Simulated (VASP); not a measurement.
ZrO₂ (space group Fm-3m): the measured cell of entry 2101234 of the Crystallography Open Database is

```yaml
crystal:
  lattice:
    - [0.00000, 2.57167, 2.57167]
    - [2.57167, 0.00000, 2.57167]
    - [2.57167, 2.57167, 0.00000]
  atoms:
    - { symbol: Zr, position: [0.00000, 0.00000, 0.00000] }
    - { symbol: O, position: [0.25000, 0.25000, 0.25000] }
    - { symbol: O, position: [0.75000, 0.75000, 0.75000] }
```

Method: PBEsol GGA, VASP's PBE PAW potentials (set 64) (plane waves; VASP 6.6.1). Numerical set-up: 520 eV cut-off, 8×8×8 Γ-centred mesh, tetrahedra with Blöchl corrections, potentials Zr_sv O.

The calculation is for a static lattice at zero pressure; the measurement, whose temperature isn't given here, holds thermal and zero-point expansion. The entry's conditions were not checked, so it may have been measured under pressure.

Question: How far does the relaxed conventional cell lie from the measured one?

Answer: 
```tsv
	measured	computed	difference
a (Å)	5.143	5.068	-1.5 %
V (Å³/atom)	11.34	10.85	-4.3 %
```

The structure comes from a measured ZrO2 entry (Fm-3m) of the Crystallography Open Database, whose conditions weren't checked. It was relaxed first. Symmetry was kept, so distortions that lower it aren't found.
